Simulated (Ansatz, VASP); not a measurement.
## Two plane-wave programs on MgO (Periclase)

```
Mg O
1.0
     2.98187    0.00000    0.00000
     1.49093    2.58237    0.00000
     1.49093    0.86079    2.43469
Mg O
1 1
Cartesian
  0.0000 0.0000 0.0000
  2.9819 1.7216 1.2173
```

Alike in both runs: task single point; functional PBEsol; k mesh 6 × 6 × 6; no spin polarisation.

```csv
,VASP,Ansatz
version,VASP 6.6.1,Ansatz 0.2.0
potentials or method,"VASP PAW PBE potentials, release 64 (Mg, O)","plane waves, PAW"
plane-wave cutoff (eV),520,420
occupations,"gaussian, width 0.01 eV",fixed
valence electrons in the cell,8,16
```

```csv
,VASP,Ansatz,Ansatz less VASP
gap on the k mesh at the Fermi level (eV),4.60,4.60,0.000
```

The two sets of potentials don't hold the same shells in valence.

Caveats: the k mesh is coarse (spacing up to 0.43 Å⁻¹), so the values aren't converged.
